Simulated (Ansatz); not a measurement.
# ZnS (F-43m) in Ansatz: a series of runs, part 2 of 3

Ansatz 0.2.0. Earlier steps stand in the parts before.

## Step 3: Phonons, PBEsol

input.yaml reads:

```yaml
crystal:
  lattice:
    - [0.0, 2.702, 2.702]
    - [2.702, 0.0, 2.702]
    - [2.702, 2.702, 0.0]
  atoms:
    - { symbol: Zn, position: [0.75, 0.75, 0.75] }
    - { symbol: S, position: [0.0, 0.0, 0.0] }
hamiltonian:
  xc: pbesol
  pseudopotentials: { kind: paw }
kpoints:
  mp_grid: { grid: [7, 7, 7] }
scf:
  occupations: { method: fixed }
phonons:
  method: dfpt
  dielectric: true
  rigid_motions: translations
  qmesh: [2, 2, 2]
  temperatures: { t_max: 1000, t_step: 100 }
  qpath:
    path:
      - [[0.0, 0.0, 0.0], [0.5, 0.0, 0.5], [0.5, 0.25, 0.75], [0.375, 0.375, 0.75], [0.0, 0.0, 0.0], [0.5, 0.5, 0.5], [0.625, 0.25, 0.625], [0.5, 0.25, 0.75], [0.5, 0.5, 0.5], [0.375, 0.375, 0.75]]
      - [[0.625, 0.25, 0.625], [0.5, 0.0, 0.5]]
    npoints: 8
```

Potentials or basis: Ansatz PAW.

Started as:

```
$ ansatz run input.yaml --threads 2 --pin off --max-ram 5632MiB --backend cpu --events-out ev --progress --plain --runs-dir out
```

The program printed:

```text
Warning: phonons: the dynamical matrix that this run interpolates holds no multipole term above the dipole-dipole one, and a site of this crystal is no centre of inversion, so its interpolated transverse optical and acoustic branches and sound speeds can stay off near Gamma, and the density of states and the thermodynamics with them. What a run solves at a wave vector of phonons.qpoints, Gamma apart, where the deck admits one, is free of this, and under fd what a larger phonons.supercell samples
Warning: the 7x7x7 k mesh does not hold 7 of the 8 requested q, among them q = (0, 0, -0.5) of phonons.qmesh (the mesh's divisions times q: (0, 0, -3.5)), which it misses. Where each spin channel of the converged state fills one whole number of bands, its own, at every k and k + q (a gapped crystal under scf.occupations.method: fixed, without spin polarisation, is such a state), the run solves such a q all the same, unless at one of those points the solve does not resolve a channel's highest filled band from its lowest empty one, which the run refuses. Under fixed, such a level at k + q alone can be filled evenly and the q solved. (A deck that smears also gets another warning, for the case where the state has partly filled bands and the run refuses instead; the finer mesh named there holds every requested q in both cases.) The frequencies at such a q can be far from converged at a cutoff and a k mesh at which those at every q on the mesh look sound, and no residual printed for that q shows it. By this code's own reading, close to the zone centre a longitudinal mode feels the field of what the charges at that q miss their sum rule by, which dies only as the k mesh converges (phonons.dielectric: true does not show it: what its charges miss the rule by is not the k mesh's). Close to the zone centre an acoustic frequency is small, so that the error which scf.convergence.dr2_threshold leaves can be large beside it, whatever the k mesh. On a coarse k mesh these two do not account for the whole error. At q on the mesh, agreement between cutoffs or with finite displacements says nothing of such a q. Set kpoints.mp_grid.grid to [8, 8, 8] (the nearest finer one of its shape that holds every requested q; a coarser one that holds them is less converged in the k mesh), or request only what the mesh holds: a phonons.qmesh that divides it on every axis, and phonons.qpoints at whole multiples of one over its divisions, as fractions or to nine digits, the zone centre as exact zeros. Or, where the run solves it, keep q and converge basis.ecutwfc and the k mesh at this q itself; a dispersion between mesh points is phonons.qpath's, interpolated from a phonons.qmesh that the k mesh holds. (Under kpoints.mp_grid.kspacing, state the divisions in grid instead.) On the mesh or off it, a q close to the zone centre keeps the error that scf.convergence.dr2_threshold leaves: see that key's entry in the input reference.
Warning: RAYON_NUM_THREADS=2 ignored (pool sized by the plan → 2); use --threads N
Engine: ansatz 0.2.0, x86_64-unknown-linux-gnu
Pseudopotentials: kind: paw
Pseudopotential: Zn, paw, valence charge 12, recommended cutoff 420 eV (normal), Zn.paw.azcp
Pseudopotential: S, paw, valence charge 6, recommended cutoff 420 eV (normal), S.paw.azcp
Functional definition: PBEsol
  exchange = pbesol_x
  correlation = pbesol_c
Crystal: 2 atoms, lattice volume = 39.454 Å³
Basis set: ecut = 420 eV (smoothed over ±3.0 %; plane waves to 437.0 eV, density to 1747.9 eV), 869 PW (Γ), exchange–correlation on 54×54×54 points (8 copies of the dense FFT grid, shifted against one another)
Bands: 13, of which v1, the nominal top of the filled ones, is band 9 counted from 1 (8 counted from 0)
Symmetry: 24 space group operations
k-points: 64 of 343 (irreducible under 4 space group operations, time reversal used)
Non-local potential: Zn, projectors of the file, l = 0: 2, l = 1: 2, l = 2: 3, l = 3: 1
Non-local potential: S, projectors of the file, l = 0: 2, l = 1: 2, l = 2: 2
PAW form: soft (Blöchl's): semilocal exchange-correlation on the pseudo side does not see the compensation charge
PAW frozen core: Zn, regenerated for the run's functional, and the local potential with it (the file was generated under x = pbe(κ = 0.804, μ = 0.2195149727645171), c = pbe(β = 0.06672455060314922))
PAW frozen core: S, regenerated for the run's functional, and the local potential with it (the file was generated under x = pbe(κ = 0.804, μ = 0.2195149727645171), c = pbe(β = 0.06672455060314922))
PAW one-centre angular grid: Zn, 590 points (default); XC on 64 Gauss nodes
PAW one-centre angular grid: S, 110 points (default); XC on 64 Gauss nodes
Initial density: superposition of atomic densities (neutral atoms: chi_scale 0, normalization atom), corrected by the library's trained network
Initial wavefunctions: pseudopotential atomic-orbital guess
Functional: x = pbesol(κ = 0.804, μ = 0.12345679012345678), c = pbesol(β = 0.046)
SCF iter   1: F=—  HF=-4167.437624 eV  |F-HF|=—  |Δ(HF+E_count)|=         —  Δρ=5.47e-3  dr2=1.41e-2  ethr=1.77e-3  ⟨swp⟩=5.3  Hψ=4641  notcnv=0  defer=122
preconditioner: auto → none  [insulator: Δε(μ)=1.917 eV  Ē_g=12.092 eV  n_scr=14 (ndim 8)  ℏωp=25.1 eV  f_vac=0.027  ε∞_Penn≈5.3]
SCF iter   2: F=—  HF=-4167.432887 eV  |F-HF|=—  |Δ(HF+E_count)|=   4.74e-3  Δρ=8.86e-4  dr2=1.57e-4  ethr=7.83e-5  ⟨swp⟩=2.9  Hψ=2050  notcnv=0  defer=122
SCF iter   3: F=—  HF=-4167.432914 eV  |F-HF|=—  |Δ(HF+E_count)|=   2.75e-5  Δρ=6.60e-4  dr2=9.50e-5  ethr=8.71e-7  ⟨swp⟩=2.0  Hψ=1471  notcnv=0  defer=122
SCF iter   4: F=—  HF=-4167.432936 eV  |F-HF|=—  |Δ(HF+E_count)|=   2.13e-5  Δρ=2.85e-4  dr2=2.60e-5  ethr=5.28e-7  ⟨swp⟩=2.0  Hψ=1420  notcnv=0  defer=112
SCF iter   5: F=—  HF=-4167.432926 eV  |F-HF|=—  |Δ(HF+E_count)|=   1.00e-5  Δρ=2.36e-5  dr2=1.01e-7  ethr=1.44e-7  ⟨swp⟩=2.0  Hψ=1344  notcnv=0  defer=2
SCF iter   6: F=—  HF=-4167.432926 eV  |F-HF|=—  |Δ(HF+E_count)|=   5.09e-7  Δρ=4.24e-6  dr2=3.58e-9  ethr=5.64e-10  ⟨swp⟩=2.0  Hψ=1374  notcnv=0
SCF iter   7: F=-4167.432926 eV  HF=-4167.432926 eV  |F-HF|=3.27e-11  |Δ(HF+E_count)|=   4.45e-9  Δρ=4.22e-7  dr2=2.93e-11  ethr=1.00e-12  ⟨swp⟩=7.0  Hψ=6479  notcnv=0
SCF 1 converged in 7 iterations: F = -4167.432926 eV  dr2 = 2.93e-11
NSCF: frozen V_eff on 6 k-points
DFPT response loops at Γ: preconditioner auto → none (the input reference at scf.mixing.eps_inf says where Resta's filter doesn't serve); β = 0.50; Broyden in place of MSR1
── the response to a field inside a basis, on 8×8×8 k-points: an SCF that follows is theirs, and a resumed run solves both again ──
Bands: 10, of which v1, the nominal top of the filled ones, is band 9 counted from 1 (8 counted from 0)
[... 51 lines left out ...]
  ε∞ (high-frequency dielectric tensor):
        6.113187    -0.000000     0.000000
       -0.000000     6.113187     0.000000
        0.000000     0.000000     6.113187
  ε⁰ (static dielectric tensor: ions relaxed, cell fixed):
        9.345652    -0.000000     0.000000
       -0.000000     9.345652    -0.000000
        0.000000    -0.000000     9.345652
  ε⁰ − ε∞ (ionic part):
        3.232464    -0.000000     0.000000
       -0.000000     3.232464    -0.000000
        0.000000    -0.000000     3.232464
  softest optical mode at Γ: 265.94 cm⁻¹; the repairs (sum rule, projections) moved no ω² at Γ by more than (1.67 cm⁻¹)²
  Born effective charges Z* (e; rows j = field, columns β = displacement):
    site 0:
         1.98576   -0.00000   -0.00000
         0.00000    1.98576    0.00000
         0.00000    0.00000    1.98576
    site 1:
        -1.98576    0.00000    0.00000
        -0.00000   -1.98576   -0.00000
        -0.00000   -0.00000   -1.98576
  Z* charge neutrality: 2.688e-3 e pre-enforcement
  solved inside a basis spanned on kpoints, on 8×8×8 k-points, its susceptibility summed on 12×12×12: ε∞ is read to err by 4.2e-2, Z* by 1.6e-2 e (field_mesh: kpoints solves on kpoints); Z* is corrected for what the basis lacks
  optical modes at Γ without the LO–TO term, one row a degenerate level:
      ω (cm⁻¹)  modes    IR ((D/Å)²/amu)
        265.94      3            12.6872
  optical modes at Γ + LO–TO along q̂ = [1.0000, 0.0000, 0.0000]:
      ω (cm⁻¹)  modes    IR ((D/Å)²/amu)
        265.94      2             8.4581
        328.82      1             4.2291
  optical modes at Γ + LO–TO along q̂ = [0.0000, 1.0000, 0.0000]:
      ω (cm⁻¹)  modes    IR ((D/Å)²/amu)
        265.94      2             8.4581
        328.82      1             4.2291
  optical modes at Γ + LO–TO along q̂ = [0.0000, 0.0000, 1.0000]:
      ω (cm⁻¹)  modes    IR ((D/Å)²/amu)
        265.94      2             8.4581
        328.82      1             4.2291
--- Phonons (arbitrary-q DFPT): 3 irreducible q on the 2×2×2 mesh ---
  q = [0.0000, 0.0000, 0.0000] (star 1, of the zone-centre solve; hermiticity 1.29e-7, symmetrization 2.71e-13): -0.00 0.00 0.00 265.94 265.94 265.94
  q = [0.0000, 0.0000, -0.5000] (star 4, 6 solved perturbations on 343 of 343 k-point pairs, because it does not carry the k mesh onto itself; hermiticity 2.06e-7, symmetrization 1.82e-6): 71.85 71.85 190.49 279.29 279.29 322.68
  q = [0.0000, -0.5000, -0.5000] (star 3, 6 solved perturbations on 343 of 343 k-point pairs, because it does not carry the k mesh onto itself; hermiticity 9.29e-8, symmetrization 1.34e-6): 91.55 91.55 205.65 297.96 297.96 312.29
  sum rule: each row above includes the acoustic sum rule's correction from the zone centre's row sums; it moved no ω² by more than (1.67 cm⁻¹)²
  mesh force constants: q→R imaginary residual 3.83e-17; ASR residual 3.279e-4 → 0.000e0 eV/Å²; symmetrization residual 5.329e-15 eV/Å²
  interpolated dispersion: 83 rows × 6 modes
  density of states and harmonic sums: on the 20×20×20 q-mesh, interpolated from the force constants of a 2×2×2 supercell (with the dipole–dipole term)
  largest difference from the sums on the solved wave vectors: F 6.07e-2 eV, S 9.30e-5 and C_V 3.22e-5 eV/K
  zero-point energy: 0.076525 eV/cell   skipped modes (ω ≤ 0): 3   left out of the sums: 6.25e-5 of the cell's modes: C_V's classical limit lies that fraction below 3 k_B per atom; for a crystal, a wire or a layer, F and S can be off by more, and a phonons.interpolated_qmesh denser along its periods is the remedy for the sampling
```

Run time: 2.2 min. Hardware: 2 threads of Intel Xeon at 2.70GHz, shared host; peak memory 0.82 GiB.

What came out:

```
Free energy                                        : -4167.4329 eV
Band gap on the k mesh                             : 1.97 eV, direct
Electronic dielectric tensor (diagonal)            : 6.11
Born charges (mean of the diagonal)                : Zn +1.99; S -1.99 e
Highest phonon frequency, LO-TO splitting left out : 323 cm⁻¹
Static dielectric tensor (diagonal)                : 9.35
```

Phonon frequencies in cm⁻¹ (negative: imaginary):
```tsv
q point	frequencies
(0.000, 0.000, 0.000)	0 0 0 266 266 266
(0.000, 0.000, -0.500)	72 72 190 279 279 323
(0.000, -0.500, -0.500)	92 92 206 298 298 312
```

Electronic dielectric tensor:
```
6.11 0.00 0.00
0.00 6.11 0.00
0.00 0.00 6.11
```

Born effective charge tensors (e):
atom 1, Zn
```
1.99 0.00 0.00
0.00 1.99 0.00
0.00 0.00 1.99
```
atom 2, S
```
-1.99  0.00  0.00
 0.00 -1.99  0.00
 0.00  0.00 -1.99
```

Static dielectric tensor, electrons and zone-centre modes:
```
9.35 0.00 0.00
0.00 9.35 0.00
0.00 0.00 9.35
```

Caveat: odd divisions of the mesh miss points on the zone boundary, where band edges often lie, so the gap on the mesh can be too wide; the q mesh is small, so phonon branches between its points and thermal values are rough; the PAW data sets come from PBE, with cores solved anew for the run's functional, which leaves a small shift of forces and pressure.

(Part 2 of 3 ends here.)
